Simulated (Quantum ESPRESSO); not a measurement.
CoO:

```
Co O
1.0
    -1.50800    1.50800    2.10725
     1.50800   -1.50800    2.10725
     1.50800    1.50800   -2.10725
Co O
1 1
Direct
  0.00000 0.00000 0.00000
  0.50000 0.50000 0.00000
```

Program: Quantum ESPRESSO 7.5. Alike in all runs: task single point; level PBEsol; potentials or basis GBRV 1.5 PBEsol; cell as given; k mesh 10 × 10 × 10; cutoff (eV) 762; smearing fermi-dirac 0.05 eV. Hardware: 2 MPI ranks on AMD EPYC 7R13 Processor (Zen 3), on a shared host.

Task: Order these runs on this cell by their wall time, lowest first.
A. spin non-collinear, random start; mixing beta 0.3
B. spin collinear, random start; mixing beta 0.3
C. spin off; mixing beta 0.5

Result: C (13 s), B (44 s), A (490 s).

Caveats: a cell with one magnetic atom can't hold antiferromagnetic order, which such compounds often take (some runs); non-collinear GGA energies in this program can be off by tens of meV an atom and hang on the start (some runs); an odd number of electrons without spin polarisation forces a metal (some runs); a magnetic or distorted state may lie lower (some runs).
